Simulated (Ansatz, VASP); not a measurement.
Two plane-wave programs on GaN

```
Ga N
1.0
     3.18000    0.00000    0.00000
    -1.59000    2.75396    0.00000
     0.00000    0.00000    5.16600
Ga N
2 2
Direct
  0.33333 0.66667 0.00000
  0.66667 0.33333 0.50000
  0.33333 0.66667 0.37500
  0.66667 0.33333 0.87500
```

Alike in both runs: task single point; functional PBE; k mesh 5 × 5 × 3; no spin polarisation.

|  | VASP | Ansatz |
| --- | --- | --- |
| version | VASP 6.6.1 | Ansatz 0.2.0 |
| potentials or method | VASP PAW PBE potentials, release 64 (Ga_d, N) | plane waves, PAW |
| plane-wave cutoff (eV) | 520 | 420 |
| occupations | gaussian, width 0.01 eV | fixed |
| valence electrons in the cell | 36 | 36 |

|  | VASP | Ansatz | Ansatz less VASP |
| --- | --- | --- | --- |
| pressure (GPa) | 7.3 | 7.3 | -0.06 |
| largest component of the traceless stress (GPa) | 1.35 | 1.33 | -0.021 |

Ansatz warned: «stress_scf_threshold_loose».

Caveats: the k mesh is coarse (spacing up to 0.46 Å⁻¹), so the values aren't converged.
